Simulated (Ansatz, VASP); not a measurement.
# SnSe in VASP and in Ansatz

The input INCAR:

```
SYSTEM = SnSe
PREC     = Accurate       ! precision mode
ENCUT    = 600            ! plane-wave cutoff, eV
EDIFF    = 1E-7           ! SCF threshold, eV
ISMEAR   = -1             ! smearing method
SIGMA    = 0.05           ! smearing width, eV
LREAL    = .FALSE.        ! projectors in reciprocal space
LASPH    = .TRUE.         ! aspherical terms in the spheres
NELM     = 60             ! most SCF steps
ALGO     = Normal         ! electronic algorithm
ISIF     = 3              ! what is computed and relaxed
LWAVE    = .FALSE.        ! write WAVECAR
LCHARG   = .FALSE.        ! write CHGCAR
GGA      = PE             ! functional
IVDW     = 12             ! dispersion correction
IBRION   = 2              ! ionic algorithm
NSW      = 60             ! ionic steps
EDIFFG   = -0.01          ! ionic threshold
```

Contents of KPOINTS:

```
regular mesh
0
G
  7 7 7
  0 0 0
```

POSCAR

```
SnSe
1.0
    0.0000000000      3.3908400000      3.3908400000
    3.3908400000      0.0000000000      3.3908400000
    3.3908400000      3.3908400000      0.0000000000
Sn Se
1 1
Direct
    0.0000000000      0.0000000000      0.0000000000
    0.7500000000      0.7500000000      0.7500000000
```

input.yaml

```yaml
crystal:
  lattice:
    - [0.0, 3.39084, 3.39084]
    - [3.39084, 0.0, 3.39084]
    - [3.39084, 3.39084, 0.0]
  atoms:
    - { symbol: Sn, position: [0.0, 0.0, 0.0] }
    - { symbol: Se, position: [0.75, 0.75, 0.75] }
hamiltonian:
  xc: pbe
  pseudopotentials: { kind: paw }
  dispersion: d3bj
kpoints:
  mp_grid: { grid: [7, 7, 7] }
scf:
  occupations: { method: fermi_dirac, width: 0.05 }
output:
  forces: true
  stress: true
  eigenvalues: true
relax:
  f_tol: 0.01
  max_steps: 40
  cell: { stress_tol: 0.05 }
```

The cell was built by a generator and needn't be a form met in nature.

Alike in both runs: task relaxation of cell and atoms; functional PBE; dispersion D3(BJ); k mesh 7 × 7 × 7; occupations fermi-dirac, width 0.05 eV; no spin polarisation.

```csv
,VASP,Ansatz
version,VASP 6.6.1,Ansatz 0.2.0
potentials or method,"VASP PAW PBE potentials, release 64 (Sn_d, Se)",Ansatz PAW
plane-wave cutoff (eV),600,420
valence electrons in the cell,20,30
```

```tsv
	VASP	Ansatz	Ansatz less VASP
gap on the k mesh at the Fermi level, each at its own relaxed structure (eV)	0.25	0.25	+0.001
relaxed volume (Å³/atom)	38.20	38.20	-0.003
relaxed cell length with the largest relative difference (Å)	4.763	4.763	-0.0001
energy change over the relaxation (meV/atom)	-2	-2	-0.1
```

The two sets of potentials don't hold the same shells in valence.

Caveats: spin-orbit coupling is left out, which moves the levels of the heavy elements; an odd mesh through Γ misses points on the zone boundary, where band edges often lie (VASP); odd divisions of the mesh miss points on the zone boundary, where band edges often lie, so the gap on the mesh can be too wide (Ansatz); the plane-wave basis is chosen anew once the cell has moved, so the energies of steps on either side of that aren't comparable (Ansatz).
